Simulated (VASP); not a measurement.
# B (P6/mmm) in VASP: notebook

One crystal, B, is run at these levels: LDA; tasks: single point.

Everything below comes from runs of VASP 6.6.1. Logs are shortened: lines on timing, memory, paths and dates and some standing lists are left out, and cuts for length are marked.

## Step 1: The cell of the first run

It takes space group P6/mmm (No. 191, hexagonal). The conventional cell has a = 1.788 Å, b = 1.788 Å, c = 3.454 Å, α = 90.00°, β = 90.00°, γ = 120.00°. Around B (site symmetry 6/mmm) lie 6 B at 1.79 Å.

This isn't the form of B at room conditions, which is rhombohedral.

## Step 2: Single point, LDA (strain +0.050 along x and y, -0.050 along z, atoms carried along)

The input, INCAR:

```
PREC = Accurate
ENCUT = 520
EDIFF = 1E-6
ISMEAR = 0
SIGMA = 0.15
LREAL = False
LASPH = True
NELM = 100
ALGO = Normal
ISIF = 2
LWAVE = False
LCHARG = False
NBANDS = 8
```

The input, KPOINTS:

```
regular mesh
0
Gamma
  33 33 14
```

The input, POSCAR:

```
B
1.0
    1.7875552546      0.0000000000      0.0000000000
   -0.8937776273      1.5480682611      0.0000000000
    0.0000000000      0.0000000000      3.4536517075
B
1
Direct
    0.0000000000      0.0000000000      0.0000000000
```

Potentials or basis: VASP PAW LDA potentials, release 64 (B).

Command:

```
$ cat potpaw_LDA.64/B/POTCAR > POTCAR
$ mpirun -np 1 vasp_std > vasp.out
```

OUTCAR:

```text
PREC = Accurate
   ENCUT = 520
   EDIFF = 1E-6
   ISMEAR = 0
   LREAL = False
   LASPH = True
   NELM = 100
   ISIF = 2

 ion  position               nearest neighbor table
   1  0.000  0.000  0.000-

  LATTYP: Found a hexagonal cell.
 ALAT       =     1.7875552546
 C/A-ratio  =     1.9320531204

  Lattice vectors:

 A1 = (   1.7875552546,   0.0000000000,   0.0000000000)
 A2 = (  -0.8937776273,   1.5480682611,   0.0000000000)
 A3 = (   0.0000000000,   0.0000000000,   3.4536517075)

Analysis of symmetry for initial positions (statically):
=====================================================================
 Subroutine PRICEL returns:
 Original cell was already a primitive cell.

 Routine SETGRP: Setting up the symmetry group for a
 hexagonal supercell.

 Subroutine GETGRP returns: Found 24 space group operations
 (whereof 24 operations were pure point group operations)
 out of a pool of 24 trial point group operations.

The static configuration has the point symmetry D_6h.

Analysis of symmetry for dynamics (positions and initial velocities):
=====================================================================
 Subroutine PRICEL returns:
 Original cell was already a primitive cell.

 Routine SETGRP: Setting up the symmetry group for a
 hexagonal supercell.

 Subroutine GETGRP returns: Found 24 space group operations
 (whereof 24 operations were pure point group operations)
 out of a pool of 24 trial point group operations.

The dynamic configuration has the point symmetry D_6h.

 Subroutine INISYM returns: Found 24 space group operations
 (whereof 24 operations are pure point group operations),
 and found     1 'primitive' translations

----------------------------------------------------------------------------------------

                                     Primitive cell

  volume of cell :       9.5571

  direct lattice vectors                    reciprocal lattice vectors
     1.787555255  0.000000000  0.000000000     0.559423267  0.322983174  0.000000000
    -0.893777627  1.548068261  0.000000000     0.000000000  0.645966347  0.000000000
     0.000000000  0.000000000  3.453651708     0.000000000  0.000000000  0.289548595

  length of vectors
     1.787555255  1.787555255  3.453651708     0.645966347  0.645966347  0.289548595

  position of ions in fractional coordinates (direct lattice)
     0.000000000  0.000000000  0.000000000

  ion indices of the primitive-cell ions
   primitive index   ion index
                 1           1

----------------------------------------------------------------------------------------

 KPOINTS: regular mesh

Automatic generation of k-mesh.
 Grid dimensions read from file:
 generate k-points for:   33   33   14

 Generating k-lattice:

  Cartesian coordinates                     Fractional coordinates (reciprocal lattice)
     0.016952220  0.009787369  0.000000000     0.030303030 -0.000000000  0.000000000
     0.000000000  0.019574738  0.000000000     0.000000000  0.030303030  0.000000000
     0.000000000  0.000000000  0.020682043     0.000000000  0.000000000  0.071428571

  Length of vectors
     0.019574738  0.019574738  0.020682043

  Shift w.r.t. Gamma in fractional coordinates (k-lattice)
     0.000000000  0.000000000  0.000000000

 Subroutine IBZKPT returns following result:
 ===========================================

 Found    864 irreducible k-points:

 Following reciprocal coordinates:
            Coordinates               Weight
  0.000000  0.000000  0.000000      1.000000
  0.030303  0.000000  0.000000      6.000000
  0.060606  0.000000  0.000000      6.000000
  0.090909  0.000000  0.000000      6.000000
  0.121212  0.000000  0.000000      6.000000
  0.151515 -0.000000  0.000000      6.000000
[... 16 lines left out ...]
  0.181818  0.030303  0.000000     12.000000
  0.212121  0.030303  0.000000     12.000000
 [... further k-points ...]
   k-points           NKPTS =    864   k-points in BZ     NKDIM =    864   number of bands    NBANDS=      8
   number of dos      NEDOS =    301   number of ions     NIONS =      1
   total plane-waves  NPLWV =   5488
   dimension x,y,z NGX =    14 NGY =   14 NGZ =   28
   dimension x,y,z NGXF=    28 NGYF=   28 NGZF=   56
   ions per type =               1
   NGX,Y,Z   is equivalent  to a cutoff of  13.02, 13.02, 13.48 a.u.
   NGXF,Y,Z  is equivalent  to a cutoff of  26.04, 26.04, 26.96 a.u.
 SYSTEM =  unknown system
   PREC   = accura    normal or accurate (medium, high low for compatibility)
   ISTART =      0    job   : 0-new  1-cont  2-samecut
   ICHARG =      2    charge: 1-file 2-atom 10-const
   ISPIN  =      1    spin polarized calculation?
   LNONCOLLINEAR =      F non collinear calculations
   LSORBIT =      F    spin-orbit coupling
   LASPH  =      T    aspherical Exc in radial PAW
   ENCUT  =  520.0 eV  38.22 Ry    6.18 a.u.   3.32  3.32  6.42*2*pi/ulx,y,z
   NELM   =    100;   NELMIN=  2; NELMDL= -5     # of ELM steps
   EDIFF  = 0.1E-05   stopping-criterion for ELM
   LREAL  =      F    real-space projection
   EDIFFG = 0.1E-04   stopping-criterion for IOM
   NSW    =      0    number of steps for IOM
   IBRION =     -1    ionic relax: 0-MD 1-quasi-New 2-CG
   NFREE  =      0    steps in history (QN), initial steepest desc. (CG)
   ISIF   =      2    stress and relaxation
   ISYM   =      2    0-nonsym 1-usesym 2-fastsym
   POTIM  = 0.5000    time-step for ionic-motion
   TEBEG  =    0.0;   TEEND  =   0.0 temperature during run
   PSTRESS=    0.0 pullay stress
   NELECT =       3.0000    total number of electrons
   NUPDOWN=      -1.0000    fix difference up-down
   EMIN   =  10.00;   EMAX   =-10.00  energy-range for DOS
   EFERMI =   0.00;   METHOD = LEGACY
   ISMEAR =     0;   SIGMA  =   0.15  broadening in eV -4-tet -1-fermi 0-gaus
   EFERMI_NEDOS =   21; number of points for ismear=-14 and -15
   IALGO  =     38    algorithm
   IMIX   =      4    mixing-type and parameters
     AMIX     =   0.40;   BMIX     =  1.00
     AMIX_MAG =   1.60;   BMIX_MAG =  1.00
  volume/ion in A,a.u.               =       9.56        64.49
  Fermi-wavevector in a.u.,A,eV,Ry     =   1.112600  2.102510 16.842375  1.237880
  Thomas-Fermi vector in A             =   2.249176
   LORBIT       =      0    0 simple, 1 ext, 2 COOP (PROOUT), +10 PAW based schemes
   GGA     = CA    functional components
   LHFCALC =     F    Hartree Fock is set to
   AEXX    =    0.0000 exact exchange contribution
   IVDW    =     0    specifies the selected vdW correction
   LEPSILON=     F    determine dielectric tensor
   LRPA    =     F    only Hartree local field effects (RPA)
 non-spin polarized calculation
 Gauss-broadening in eV      SIGMA  =   0.15
  energy-cutoff  :      520.00
  volume of cell :        9.56
 maximum number of plane-waves:       276
 NGX is ok and might be reduce to    14
   NGX =  7   NGY =  7   NGZ = 13

 number of electron       3.0000000 magnetization

 Free energy of the ion-electron system (eV)
  ---------------------------------------------------
  ext. energy  EPLUGINS =         0.00000000
  ---------------------------------------------------
  free energy    TOTEN  =        -6.62607903 eV

  energy without entropy =       -6.62195763  energy(sigma->0) =       -6.62401833

 E-fermi :   5.0306     XC(G=0): -10.3673

 val. band max:        5.0244464514   @ k =   0.3030   0.2727   0.5000
 cond. band min:       5.0408002785   @ k =   0.3333   0.2424   0.3571
 fundamental gap:      0.0163538271
 Fermi energy:         5.0306323032

 k-point     1 :       0.0000    0.0000    0.0000
  band No.  band energies     occupation
      1     -11.0633      2.00000
      2      -0.3050      2.00000
      3       8.0744      0.00000
      4      26.3675      0.00000
      5      26.3675      0.00000
      6      34.3238      0.00000
      7      41.1941      0.00000
      8      47.1213      0.00000

 k-point     2 :       0.0303    0.0000    0.0000
  band No.  band energies     occupation
      1     -11.0233      2.00000
      2      -0.2511      2.00000
      3       8.1198      0.00000
      4      26.1995      0.00000
      5      26.2534      0.00000
      6      34.3445      0.00000
      7      41.2942      0.00000
      8      45.9947      0.00000

 k-point     3 :       0.0606    0.0000    0.0000
  band No.  band energies     occupation
      1     -10.9033      2.00000
      2      -0.0894      2.00000
      3       8.2557      0.00000
      4      25.7004      0.00000
      5      25.9265      0.00000
      6      34.4015      0.00000
      7      41.5579      0.00000
      8      44.1874      0.00000

 k-point     4 :       0.0909    0.0000    0.0000
  band No.  band energies     occupation
      1     -10.7036      2.00000
      2       0.1797      2.00000
      3       8.4808      0.00000
      4      24.8868      0.00000
      5      25.4267      0.00000
      6      34.4784      0.00000
      7      41.6186      0.00000
      8      42.9058      0.00000

 k-point     5 :       0.1212    0.0000    0.0000
  band No.  band energies     occupation
      1     -10.4248      2.00000
      2       0.5554      2.00000
      3       8.7922      0.00000
      4      23.7912      0.00000
      5      24.8048      0.00000
      6      34.5410      0.00000
      7      40.5956      0.00000
      8      43.1535      0.00000
[... 177 lines left out ...]
 k-point    22 :       0.1515    0.0303    0.0000
  band No.  band energies     occupation
      1      -9.8303      2.00000
      2       1.3565      2.00000
      3       9.4411      0.00000
      4      21.7258      0.00000
      5      23.5663      0.00000
      6      34.4504      0.00000
      7      39.1357      0.00000
      8      44.2584      0.00000

 k-point    23 :       0.1818    0.0303    0.0000
  band No.  band energies     occupation
      1      -9.3583      2.00000
      2       1.9931      2.00000
      3       9.9306      0.00000
      4      20.1914      0.00000
      5      22.8448      0.00000
      6      34.0797      0.00000
      7      38.3933      0.00000
      8      43.8635      0.00000

 k-point    24 :       0.2121    0.0303    0.0000
  band No.  band energies     occupation
      1      -8.8124      2.00000
      2       2.7303      2.00000
      3      10.4451      0.00000
      4      18.6362      0.00000
      5      22.1440      0.00000
      6      33.2698      0.00000
      7      37.8467      0.00000
      8      42.5180      0.00000

 [... further k-points ...]

------------------------ aborting loop because EDIFF is reached ----------------------------------------

  FORCE on cell =-STRESS in cart. coord.  units (eV):
  Direction    XX          YY          ZZ          XY          YZ          ZX
  --------------------------------------------------------------------------------------
  -------------------------------------------------------------------------------------
  Total       -2.2543023     -2.2543023     -0.0110987     -0.0000000     -0.0000000      0.0000000
  in kB     -377.9154212   -377.9154211     -1.8606080     -0.0000000     -0.0000000      0.0000000
  external PRESSURE =    -252.5638168 kB  Pullay stress =       0.0000000 kB

 VOLUME and BASIS-vectors are now :
 -----------------------------------------------------------------------------
  energy-cutoff  :      520.00
  volume of cell :        9.56
      direct lattice vectors                 reciprocal lattice vectors
     1.787555255  0.000000000  0.000000000     0.559423267  0.322983174  0.000000000
    -0.893777627  1.548068261  0.000000000     0.000000000  0.645966347  0.000000000
     0.000000000  0.000000000  3.453651708     0.000000000  0.000000000  0.289548595

 POSITION                                       TOTAL-FORCE (eV/Angst)
 -----------------------------------------------------------------------------------
      0.00000      0.00000      0.00000         0.000000      0.000000      0.000000
 -----------------------------------------------------------------------------------
    total drift:                                0.000000     -0.000000     -0.000000

  FREE ENERGIE OF THE ION-ELECTRON SYSTEM (eV)
  ---------------------------------------------------
  free  energy   TOTEN  =        -6.6260790250 eV

  energy  without entropy=       -6.6219576276  energy(sigma->0) =       -6.62401833
```

Run time: 34 s. Hardware: 1 thread of AMD EPYC 7R13 (Zen 3), shared host; peak memory 0.12 GiB.

Results:

| Quantity | Value |
| --- | --- |
| Free energy | -6.6261 eV |
| Pressure | -25.3 GPa |
| Band gap on the k mesh | none (metal or under the smearing width) |

Stress tensor (GPa, compression positive):
```
-37.79   0.00   0.00
  0.00 -37.79   0.00
  0.00   0.00  -0.19
```

Caveat: so large a pressure means that the cell lies far from this level's equilibrium, or that cutoff or potentials fall short.

## Step 3: Single point, LDA (strain -0.050 along x and y, +0.050 along z, atoms carried along)

The input, INCAR:

```
SYSTEM = B
  PREC = Accurate
  ENCUT = 520
  EDIFF = 1E-6
  ISMEAR = 0
  SIGMA = 0.15
  LREAL = .False.
  LASPH = .True.
  NELM = 100
  ALGO = Normal
  ISIF = 2
  LWAVE = .False.
  LCHARG = .False.
  NBANDS = 8
```

The input, KPOINTS:

```
regular mesh
0
Gamma
  33 33 14
  0 0 0
```

The input, POSCAR:

```
B
1.0
    1.6173118970      0.0000000000      0.0000000000
   -0.8086559485      1.4006331887      0.0000000000
    0.0000000000      0.0000000000      3.8171939925
B
1
Direct
    0.0000000000      0.0000000000      0.0000000000
```

Potentials or basis: VASP PAW LDA potentials, release 64 (B).

Command:

```
$ cat potpaw_LDA.64/B/POTCAR > POTCAR
$ mpirun -np 1 vasp_std > vasp.out
```

OUTCAR:

```text
SYSTEM = B
   PREC = Accurate
   ENCUT = 520
   EDIFF = 1E-6
   ISMEAR = 0
   LREAL = .False.
   LASPH = .True.
   NELM = 100
   ISIF = 2

 ion  position               nearest neighbor table
   1  0.000  0.000  0.000-

  LATTYP: Found a hexagonal cell.
 ALAT       =     1.6173118970
 C/A-ratio  =     2.3602089366

  Lattice vectors:

 A1 = (   1.6173118970,   0.0000000000,   0.0000000000)
 A2 = (  -0.8086559485,   1.4006331887,   0.0000000000)
 A3 = (   0.0000000000,   0.0000000000,   3.8171939925)

Analysis of symmetry for initial positions (statically):
=====================================================================
 Subroutine PRICEL returns:
 Original cell was already a primitive cell.

 Routine SETGRP: Setting up the symmetry group for a
 hexagonal supercell.

 Subroutine GETGRP returns: Found 24 space group operations
 (whereof 24 operations were pure point group operations)
 out of a pool of 24 trial point group operations.

The static configuration has the point symmetry D_6h.

Analysis of symmetry for dynamics (positions and initial velocities):
=====================================================================
 Subroutine PRICEL returns:
 Original cell was already a primitive cell.

 Routine SETGRP: Setting up the symmetry group for a
 hexagonal supercell.

 Subroutine GETGRP returns: Found 24 space group operations
 (whereof 24 operations were pure point group operations)
 out of a pool of 24 trial point group operations.

The dynamic configuration has the point symmetry D_6h.

 Subroutine INISYM returns: Found 24 space group operations
 (whereof 24 operations are pure point group operations),
 and found     1 'primitive' translations

[... 112 lines left out ...]
     AMIX_MAG =   1.60;   BMIX_MAG =  1.00
  volume/ion in A,a.u.               =       8.65        58.35
  Fermi-wavevector in a.u.,A,eV,Ry     =   1.150344  2.173835 18.004475  1.323292
  Thomas-Fermi vector in A             =   2.287009
   LORBIT       =      0    0 simple, 1 ext, 2 COOP (PROOUT), +10 PAW based schemes
   GGA     = CA    functional components
   LHFCALC =     F    Hartree Fock is set to
   AEXX    =    0.0000 exact exchange contribution
   IVDW    =     0    specifies the selected vdW correction
   LEPSILON=     F    determine dielectric tensor
   LRPA    =     F    only Hartree local field effects (RPA)
 non-spin polarized calculation
 Gauss-broadening in eV      SIGMA  =   0.15
  energy-cutoff  :      520.00
  volume of cell :        8.65
 maximum number of plane-waves:       246
 NGX is ok and might be reduce to    12
   NGX =  5   NGY =  5   NGZ = 15

 number of electron       3.0000000 magnetization

 Free energy of the ion-electron system (eV)
  ---------------------------------------------------
  ext. energy  EPLUGINS =         0.00000000
  ---------------------------------------------------
  free energy    TOTEN  =        -6.62960397 eV

  energy without entropy =       -6.62734955  energy(sigma->0) =       -6.62847676

 E-fermi :   5.8036     XC(G=0): -10.2832

 val. band max:        5.8012459616   @ k =   0.3030   0.2727   0.0714
 cond. band min:       5.8057229436   @ k =   0.3030   0.2727   0.1429
 fundamental gap:      0.0044769820
 Fermi energy:         5.8036205764

 k-point     1 :       0.0000    0.0000    0.0000
  band No.  band energies     occupation
      1     -12.4120      2.00000
      2      -2.4661      2.00000
      3       7.0359      0.00000
      4      28.0520      0.00000
      5      33.7234      0.00000
      6      33.9757      0.00000
      7      33.9757      0.00000
      8      56.8360      0.00000
[... 243 lines left out ...]
 k-point    24 :       0.2121    0.0303    0.0000
  band No.  band energies     occupation
      1      -9.9599      2.00000
      2       1.3572      2.00000
      3      10.3199      0.00000
      4      23.0449      0.00000
      5      28.1616      0.00000
      6      31.0969      0.00000
      7      37.9381      0.00000
      8      44.3626      0.00000

 [... further k-points ...]

------------------------ aborting loop because EDIFF is reached ----------------------------------------

  FORCE on cell =-STRESS in cart. coord.  units (eV):
  Direction    XX          YY          ZZ          XY          YZ          ZX
  --------------------------------------------------------------------------------------
  -------------------------------------------------------------------------------------
  Total        2.5038771      2.5038771     -0.1260045     -0.0000000      0.0000000      0.0000000
  in kB      463.9392965    463.9392966    -23.3471610     -0.0000000      0.0000000      0.0000000
  external PRESSURE =     301.5104774 kB  Pullay stress =       0.0000000 kB

 VOLUME and BASIS-vectors are now :
 -----------------------------------------------------------------------------
  energy-cutoff  :      520.00
  volume of cell :        8.65
      direct lattice vectors                 reciprocal lattice vectors
     1.617311897  0.000000000  0.000000000     0.618309926  0.356981402  0.000000000
    -0.808655948  1.400633189  0.000000000     0.000000000  0.713962805  0.000000000
     0.000000000  0.000000000  3.817193993     0.000000000  0.000000000  0.261972538

 POSITION                                       TOTAL-FORCE (eV/Angst)
 -----------------------------------------------------------------------------------
      0.00000      0.00000      0.00000        -0.000000      0.000000      0.000000
 -----------------------------------------------------------------------------------
    total drift:                                0.000000     -0.000000     -0.000000

  FREE ENERGIE OF THE ION-ELECTRON SYSTEM (eV)
  ---------------------------------------------------
  free  energy   TOTEN  =        -6.6296039733 eV

  energy  without entropy=       -6.6273495474  energy(sigma->0) =       -6.62847676
```

Wall time 25 s (1 thread of AMD EPYC 7R13 (Zen 3), shared host); peak memory 0.12 GiB.

What came out:

* Free energy: -6.6296 eV
* Pressure: 30.2 GPa
* Band gap on the k mesh: none (metal or under the smearing width)

Caveat: so large a pressure means that the cell lies far from this level's equilibrium, or that cutoff or potentials fall short.
